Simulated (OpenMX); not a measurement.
Runs of OpenMX 3.8.5 on GaSb. The structure is orthorhombic, space group Immm (No. 71). The conventional cell has a = 3.112 Å, b = 5.350 Å, c = 5.787 Å, α = 90.00°, β = 90.00°, γ = 90.00°. Sb (site symmetry mmm) is surrounded by 6 Ga at 2.89 to 3.09 Å and 2 Sb at 3.11 Å. Ga (site symmetry mmm) has 6 Sb at 2.89 to 3.09 Å and 2 Ga at 3.11 Å as nearest neighbours. Measurements of this composition are mostly on another form, of space group No. 216.

```tsv
level	gap on the mesh (eV)	pressure (GPa)
PBE+D4	none	(a)
PBE	none	1.9
PBE+D3(BJ)	none	-0.7
PBE+D3	none	0.6
```

Alike in all rows: task single point; potentials or basis OpenMX 2013 PBE set, Sb7.0-s3p2d2, Ga7.0-s3p2d2, grid cutoff 500 Ry; no spin polarisation; cell as given; k mesh 7 × 7 × 7; smearing fermi-dirac 0.05 eV.

Question: Fill in the values left out.

Answer: (a) -1.2.

Caveats: the basis of atomic orbitals isn't converged, which shifts pressures, moduli and gaps; pairwise dispersion overbinds metals, which lowers pressure and volume (some runs).

A k mesh can miss the band edges, and the runs leave out spin-orbit coupling on Ga, Sb.

A gap of «none» marks a metal or a gap under the smearing width.
